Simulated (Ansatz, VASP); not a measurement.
# TiO2 (1T-TiO2, 1 layer) in two plane-wave programs

Aim: how closely do two programs agree when they are given the same cell, functional and k mesh? The structure shown is the start of the Ansatz relaxation below; VASP solves that cell, so the two are compared at the walk's first step.

Calculated with Ansatz 0.2.0; plane waves, with VASP 6.6.1 beside it; single point at PBE.

## 1. Set-up

The cell holds 3 atoms: 2 O and 1 Ti. Its edges and angles: a = 2.990 Å, b = 2.990 Å, c = 19.461 Å, α = 90.0°, β = 90.0°, γ = 120.0°. Vacuum lies along c.

## 2. Ansatz: relaxation, PBE

Ansatz runs on its default PAW (the set named soft_2) files.

The two programs are compared at the cell with which this relaxation starts, whose forces are those of its first step.

input.yaml

```yaml
crystal:
  lattice:
    - [2.99, 0.0, 0.0]
    - [-1.495, 2.5894159573, 0.0]
    - [0.0, 0.0, 19.4611921231]
  atoms:
    - { symbol: O, position: [0.6666666667, 0.3333333333, 0.436766666] }
    - { symbol: Ti, position: [0.0, 0.0, 0.5] }
    - { symbol: O, position: [0.3333333333, 0.6666666667, 0.563233334] }
kpoints:
  mp_grid: { grid: [12, 12, 1] }
hamiltonian:
  xc: pbe
scf:
  occupations: { method: fermi_dirac, width: 0.05 }
  convergence: { dr2_threshold: 1.0e-08 }
efield:
  axis: 3
  dipole_correction: true
  ramp_position: 0.97
  ramp_width: 0.04
relax:
  f_tol: 0.01
  cell: { fix: [c, alpha, beta] }
output:
  write_potential: true
  write_density: true
  volumetric_format: npy
```

Started as:

```bash
$ ansatz run input.yaml --threads 4 --pin off --max-ram 8192MiB --backend cpu --events-out ev --progress --plain --runs-dir out
```

Numbers of over 12 decimals in the logs are rounded to 6 here.

Output:

```text
Warning: relax.cell: scf.convergence.dr2_threshold = 1e-8 eV is looser than the 3e-10 eV advised for a relaxation that steers and ends on the stress (1e-10 eV for each atom of the cell: 3). What an SCF threshold leaves in a stress goes as its square root, and in the free energy as the threshold itself, and one threshold admits the most on a small cell: [figures from the program's tests cut] Set scf.convergence.dr2_threshold to 3e-10 eV or tighter. The threshold is an SCF's pass mark: one that does not reach it within its budget of iterations ends unconverged, or closes short of it on a stop that the run arms, and scf.convergence.dr2_threshold's page says what that costs each kind of run
Engine: ansatz 0.2.0, x86_64-unknown-linux-gnu
Pseudopotentials: kind: paw
Pseudopotential: O, paw, valence charge 6, recommended cutoff 420 eV (normal), O.paw.azcp
Pseudopotential: Ti, paw, valence charge 12, recommended cutoff 420 eV (normal), Ti.paw.azcp
Functional definition: PBE
  parameter kappa = 0.804
  parameter beta = 0.066725
  exchange = pbe_x(kappa = kappa, mu = beta*pi^2/3)
  correlation = pbe_c(beta = beta)
Crystal: 3 atoms, lattice volume = 150.675 Å³
Basis set: ecut = 420 eV, 2837 PW (Γ), exchange–correlation on 40×40×270 points (8 copies of the dense FFT grid, shifted against one another)
Bands: 16, of which v1, the nominal top of the filled ones, is band 12 counted from 1 (11 counted from 0)
Symmetry: 6 space group operations
k-points: 19 of 144 (time reversal used)
Non-local potential: O, projectors of the file, l = 0: 2, l = 1: 2, l = 2: 1
Non-local potential: Ti, projectors of the file, l = 0: 3, l = 1: 2, l = 2: 3, l = 3: 1
PAW form: soft (Blöchl's): semilocal exchange-correlation on the pseudo side does not see the compensation charge
PAW one-centre angular grid: O, 110 points (default); XC on 64 Gauss nodes
PAW one-centre angular grid: Ti, 590 points (default); XC on 64 Gauss nodes
Initial density: superposition of atomic densities (neutral atoms: chi_scale 0, normalization atom), corrected by the library's trained network
Initial wavefunctions: pseudopotential atomic-orbital guess
Functional: x = pbe(κ = 0.804, μ = 0.219515), c = pbe(β = 0.066725)
SCF iter   1: F=—  HF=-3637.116988 eV  |F-HF|=—  |Δ(HF+E_count)|=         —  Δρ=3.25e-3  dr2=2.06e-2  ethr=1.77e-3  p=-0.000 e·Å  D=-2.99e-6 V/Å  ΔV_dip=0.00 eV  dr2_dipole=6.77e-8  V_vac-E_F(+/−)=8.14/8.14 eV  ⟨swp⟩=7.4  Hψ=1826  notcnv=0
efield: sawtooth ramp at fractional position 0.9700 (set: `efield.ramp_position`, or a place that a band, a saddle search or an elastic batch's reference lends), width 0.0400; the density the first Hamiltonian is built on has a dipole p = -0.000 e·Å; the dipole correction subtracts the counter field D = -2.99e-6 V/Å, which shifts the + side's vacuum level by +0.00 eV against the − side's; the planar-averaged density in the ramp window peaks in size at 4.1e-6 e/Å³
preconditioner: auto → none  [insulator: Δε(μ)=1.640 eV  Ē_g=8.685 eV  σ=0.050 eV  W_gap=1.00  n_scr=12 (ndim 8)  ℏωp=12.1 eV  f_vac=0.732  D(μ)=0.00/eV (n_scr^D=0)  ε∞_Penn≈2.9]
SCF iter   2: F=—  HF=-3637.133327 eV  |F-HF|=—  |Δ(HF+E_count)|=   1.63e-2  Δρ=8.31e-3  dr2=1.44e-1  ethr=8.60e-5  p=0.000 e·Å  D=1.99e-4 V/Å  ΔV_dip=-0.00 eV  dr2_dipole=1.62e-6  V_vac-E_F(+/−)=7.97/7.97 eV  ⟨swp⟩=3.5  Hψ=870  notcnv=0
SCF iter   3: F=—  HF=-3637.114864 eV  |F-HF|=—  |Δ(HF+E_count)|=   1.85e-2  Δρ=7.65e-4  dr2=3.50e-4  ethr=8.60e-5  p=-0.000 e·Å  D=-7.73e-5 V/Å  ΔV_dip=0.00 eV  dr2_dipole=3.65e-7  V_vac-E_F(+/−)=8.05/8.05 eV  ⟨swp⟩=2.4  Hψ=551  notcnv=0
SCF iter   4: F=—  HF=-3637.115296 eV  |F-HF|=—  |Δ(HF+E_count)|=   4.32e-4  Δρ=2.62e-4  dr2=1.78e-4  ethr=1.46e-6  p=0.001 e·Å  D=6.64e-4 V/Å  ΔV_dip=-0.01 eV  dr2_dipole=2.27e-5  V_vac-E_F(+/−)=8.03/8.05 eV  ⟨swp⟩=2.7  Hψ=592  notcnv=0
SCF iter   5: F=—  HF=-3637.115555 eV  |F-HF|=—  |Δ(HF+E_count)|=   2.60e-4  Δρ=7.92e-4  dr2=2.37e-3  ethr=7.40e-7  p=-0.002 e·Å  D=-2.58e-3 V/Å  ΔV_dip=0.05 eV  dr2_dipole=3.42e-4  V_vac-E_F(+/−)=8.06/8.01 eV  ⟨swp⟩=2.0  Hψ=448  notcnv=0  recentre
SCF iter   6: F=—  HF=-3637.115329 eV  |F-HF|=—  |Δ(HF+E_count)|=   2.26e-4  Δρ=4.95e-5  dr2=1.64e-6  ethr=7.40e-7  p=0.000 e·Å  D=2.53e-5 V/Å  ΔV_dip=-0.00 eV  dr2_dipole=4.21e-8  V_vac-E_F(+/−)=8.04/8.04 eV  ⟨swp⟩=2.0  Hψ=417  notcnv=0
SCF iter   7: F=—  HF=-3637.115280 eV  |F-HF|=—  |Δ(HF+E_count)|=   4.91e-5  Δρ=1.09e-5  dr2=2.09e-7  ethr=6.83e-9  p=-0.000 e·Å  D=-1.41e-6 V/Å  ΔV_dip=0.00 eV  dr2_dipole=5.68e-9  V_vac-E_F(+/−)=8.04/8.04 eV  ⟨swp⟩=3.6  Hψ=645  notcnv=0
[...]
SCF iter   5: F=—  HF=-3638.318501 eV  |F-HF|=—  |Δ(HF+E_count)|=   2.35e-6  Δρ=5.72e-6  dr2=6.19e-8  ethr=8.25e-10  p=0.000 e·Å  D=1.89e-5 V/Å  ΔV_dip=-0.00 eV  dr2_dipole=5.65e-9  V_vac-E_F(+/−)=6.89/6.89 eV  ⟨swp⟩=3.2  Hψ=612  notcnv=0
SCF iter   6: F=—  HF=-3638.318501 eV  |F-HF|=—  |Δ(HF+E_count)|=   3.77e-8  Δρ=9.69e-6  dr2=2.79e-7  ethr=2.58e-10  p=-0.000 e·Å  D=-3.26e-5 V/Å  ΔV_dip=0.00 eV  dr2_dipole=3.01e-8  V_vac-E_F(+/−)=6.89/6.89 eV  ⟨swp⟩=2.1  Hψ=450  notcnv=0  recentre
SCF iter   7: F=-3638.318501 eV  HF=-3638.318501 eV  |F-HF|=2.36e-10  |Δ(HF+E_count)|=   3.85e-8  Δρ=6.70e-7  dr2=4.23e-10  ethr=4.17e-11  p=0.000 e·Å  D=3.79e-6 V/Å  ΔV_dip=-0.00 eV  dr2_dipole=5.08e-12  V_vac-E_F(+/−)=6.89/6.89 eV  ⟨swp⟩=8.8  Hψ=2253  notcnv=0
SCF 5 converged in 7 iterations: F = -3638.318501 eV  dr2 = 4.23e-10
relax step   5: F+E_penalty+E_count = -3638.31850145 eV  Δ(F+E_penalty+E_count) = -3.794e-4 eV  max|allowed force component| = 2.878e-3 eV/Å  Δτ_max = 0.0024 Å  P = +0.006 GPa  Ω = 150.622 Å³  energy of the carried Pulay correction = +5.397e-5 eV  fix = [c, alpha, beta]  reactions: c +0.003 GPa  (7 SCF iters, accepted)
Initial wavefunctions: pseudopotential atomic-orbital guess (no wavefunctions were taken with the density)
iter 1 solved again at ethr=4.92e-7 eV; its pass at ethr=3.10e-3 eV (dr2=1.18e-4 eV) is discarded
SCF iter   1: F=—  HF=-3638.318497 eV  |F-HF|=—  |Δ(HF+E_count)|=         —  Δρ=1.99e-6  dr2=2.40e-9  ethr=4.92e-7  p=0.000 e·Å  D=3.79e-6 V/Å  ΔV_dip=-0.00 eV  dr2_dipole=6.48e-12  V_vac-E_F(+/−)=6.89/6.89 eV  ⟨swp⟩=4.0  Hψ=2759  notcnv=0
efield: sawtooth ramp at fractional position 0.9700 (set: `efield.ramp_position`, or a place that a band, a saddle search or an elastic batch's reference lends), width 0.0400; the density the first Hamiltonian is built on has a dipole p = 0.000 e·Å; the dipole correction subtracts the counter field D = 3.79e-6 V/Å, which shifts the + side's vacuum level by -0.00 eV against the − side's; the planar-averaged density in the ramp window peaks in size at 2.6e-6 e/Å³
eigensolver tolerance schedule: the retry pair's looser diagonalisation over-reported the residual by 49235.61 of it (diagonalisation noise at an unbounded share of the residual, at the tolerance the schedule requests for it); recorded, not acted on — ethr = c·dr2/N_el stays at c = 1.0e-1
preconditioner: auto → none  [insulator: Δε(μ)=2.727 eV  Ē_g=9.939 eV  σ=0.050 eV  W_gap=1.00  n_scr=12 (ndim 8)  ℏωp=12.1 eV  f_vac=0.753  D(μ)=0.00/eV (n_scr^D=0)  ε∞_Penn≈2.5]
SCF iter   2: F=—  HF=-3638.318478 eV  |F-HF|=—  |Δ(HF+E_count)|=   1.86e-5  Δρ=1.14e-6  dr2=1.66e-9  ethr=1.00e-11  p=0.000 e·Å  D=1.81e-6 V/Å  ΔV_dip=-0.00 eV  dr2_dipole=5.93e-11  V_vac-E_F(+/−)=6.89/6.89 eV  ⟨swp⟩=15.1  Hψ=2798  notcnv=0
SCF iter   3: F=-3638.318478 eV  HF=-3638.318478 eV  |F-HF|=5.59e-10  |Δ(HF+E_count)|=  2.86e-10  Δρ=6.66e-7  dr2=6.87e-10  ethr=6.92e-12  p=0.000 e·Å  D=4.88e-6 V/Å  ΔV_dip=-0.00 eV  dr2_dipole=5.21e-11  V_vac-E_F(+/−)=6.89/6.89 eV  ⟨swp⟩=6.8  Hψ=1855  notcnv=0
SCF 6 converged in 3 iterations: F = -3638.318478 eV  dr2 = 6.87e-10
relax step   6: F+E_penalty+E_count = -3638.31847824 eV  Δ(F+E_penalty+E_count) = +2.321e-5 eV  max|allowed force component| = 2.856e-3 eV/Å  Δτ_max = 0.0000 Å  P = +0.003 GPa  Ω = 150.622 Å³  fix = [c, alpha, beta]  reactions: c +0.006 GPa  stress off target by 1.55e-3 GPa on what of the cell is left free  SCF on the basis re-selected at this cell (its energy is not comparable with the rows above)  (3 SCF iters)
basis re-selected at this cell: Δ(F+E_penalty+E_count) = +2.321e-5 eV, ΔP = -0.004 GPa vs the last step (what re-selecting the basis moved, of the pressure what is left beyond the Pulay correction that the steps carried, after the strain that the cell walked since its last selection, with what the two solves' SCF thresholds leave and, on support functions, any second-order correction that the steps lacked; it is no m [...]
WARN: The output density's exchange-correlation potential varies sharply where the density is thin. Do not read a vacuum level from v_tot or v_xc, or from such a field of the output density. On a cell that repeats whose density bears no net charge and no dipole along the vacuum's axis use v_es (v_loc + v_h of the components); under efield.dipole_correction with no amplitude use v_es + v_field, which holds any externa [...]
SCF converged after 3 iterations
Free energy (F): -3638.318478 eV
Harris-Foulkes:  -3638.318478 eV  (|F-HF|=5.59e-10)
Internal energy: -3638.318478 eV  (E = F + TS)
E sigma→0 (E₀):  -3638.318478 eV
Fermi energy:    -3.421065 eV
Dipole field:    D = -0.000006 V/Å  (p = -0.000005 e·Å, saw-weighted, corrected)
Work function:   Φ+ = 6.8940 eV   Φ− = 6.8939 eV
Levels:          The Fermi level and band energies are counted from a zero that moves with the ramp; work functions are not
--- Per-component energies (eV) ---
  E_band       = -514.620777
  E_kinetic    = 622.118097
  E_local      = -17375.181984  (includes V_loc(G=0)·N_el)
  E_nonlocal   = 98.330478
  E_hartree    = 8344.655849
  E_xc         = -246.083771
  E_vxc        = -311.592855  (∫ρ·V_xc dr)
  E_paw        = -1360.704975  (= ΣΔE_a)
  E_vpaw       = -237.610132  (= ΣTr[D̂ρ^β])
  E_aug_tail   = 0.005131  (compensation charges beyond the density's cutoff)
  E_efield     = 0.000000  (sawtooth field / dipole correction)
  E_vefield    = 0.000029  (∫n·V_field dr)
  E_ewald      = 6278.542698
  E_smearing   = -0.000000  (= −TS)
  E_closure    = 0.000000  (closes the sum)
  Σ components = -3638.318478   (vs F -3638.318478, Δ=0.00e0)
--- Forces (eV/Å), atoms counted from 1 ---
  atom   1  O     -0.00000000     0.00000000    -0.00284569
  atom   2  Ti     0.00000000     0.00000000    -0.00000243
  atom   3  O      0.00000000    -0.00000000     0.00285925
  max |Σ_I F_I| component: 1.11e-5 eV/Å
--- Stress (GPa, compression-positive) ---
        0.001552      -0.000000       0.000000
        0.000000       0.001552      -0.000000
        0.000000      -0.000000       0.005622
  P = ⅓ Tr σ = 0.0029 GPa (0.029 kbar)
--- Band table (eV; the first three rows and the last of 19) ---
  k-point 0: bands = [... 8 lower, -8.4355, -5.4612, -4.9974, -4.9974, -2.1067, -2.1067, -0.3999, 2.0771]
  k-point 1: bands = [... 8 lower, -8.3540, -5.4054, -5.2603, -5.1521, -2.0070, -1.9403, -0.4270, 1.8274]
  k-point 2: bands = [... 8 lower, -8.0888, -6.1488, -5.4896, -5.0061, -1.8372, -1.5817, -0.5194, 1.3791]
  k-point 18: bands = [... 8 lower, -7.5869, -6.2474, -6.2474, -5.8860, -1.8981, -0.8320, -0.8320, 1.4696]
--- Relaxed structure (5 steps of the walk, 5 accepted, 1 SCFs on fresh bases) ---
  F+E_penalty+E_count = -3638.31847824 eV   max|allowed force component| = 2.856e-3 eV/Å   (the final SCF, on the basis selected at the relaxed cell)
  cell:  # Å, volume = 150.6225 Å³
    - [2.989475, 0, 0]
    - [-1.494737, 2.588961, 0]
    - [0, 0, 19.4611921231]
  atoms:
    - { symbol: O, position: [0.666667, 0.333333, 0.450432] }
    - { symbol: Ti, position: [0, 0, 0.500000] }
    - { symbol: O, position: [0.333333, 0.666667, 0.549569] }
```

The column dr2 measures how far the density is from self-consistency, as an energy; F and HF (Harris–Foulkes) agree once it is small.

(Part 1 of 2 ends here.)

[Lines on the potential files, build, host, timing and source positions are cut from VASP's logs without a mark.]

[Logs are printed without paths, hosts, clocks, repeated set-up lines and the standing remarks that a program may print on its own settings, such as how far it seeks lower states.]

[Hosts, paths, dates, database ids (printed as entryN), source tags and the programs' standing remarks are cut or masked in the printed files.]
